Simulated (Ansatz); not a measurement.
Calculated ¹⁷O nuclear quadrupole resonance for SiO2 at a changed volume

Cell: a structure deposited in the COD, relaxed with PBE at fixed cell and then changed (volume scaled by 0.96, ions relaxed).

Space group P4_12_12 (No. 92); a = 4.9055, c = 6.8321 Å.

| site | Wyckoff | site symmetry | x | y | z |
| --- | --- | --- | --- | --- | --- |
| Si | 4a | ..2 | 0.3117 | 0.3117 | 0.0000 |
| O | 8b | 1 | 0.2340 | 0.1291 | 0.1907 |

One atom of each set is listed.

Computed with Ansatz: DFT, PBE, plane waves and PAW, scalar-relativistic, 420 eV cutoff, Γ-centred 6×6×5 k-points, Fermi–Dirac smearing 0.02 eV.

¹⁷O: I = 5/2, Q = -25.58 mb (year-2017 value). Static lattice, zero field.

(1) The simulated lines lie at 0.899, 1.69 MHz. What are |C_Q|, η and |V_zz| at O?

Answers

(1) For I = 5/2 and η = 0 the lines are 3|C_Q|/20 and twice that; η pulls their ratio below 2. Here |C_Q| = 5.69 MHz, η = 0.23 and |V_zz| = 9.19 × 10²¹ V/m². The calculation gives V_zz positive; the lines don't show the sign. The site has 2 Si at 1.62–1.63 Å, angle 139°.

At O V_zz runs parallel to the line that joins its two neighbours (within 1°).

The relaxation (5 steps) took 29 s of wall time (1.9 min of CPU time) and 0.58 GiB at its peak, on 4 threads of Arm Neoverse V1 (aarch64; 8 cores open to the job, memory cap 8.0 GiB, no GPU), a shared host with a load of 0.4 a core.
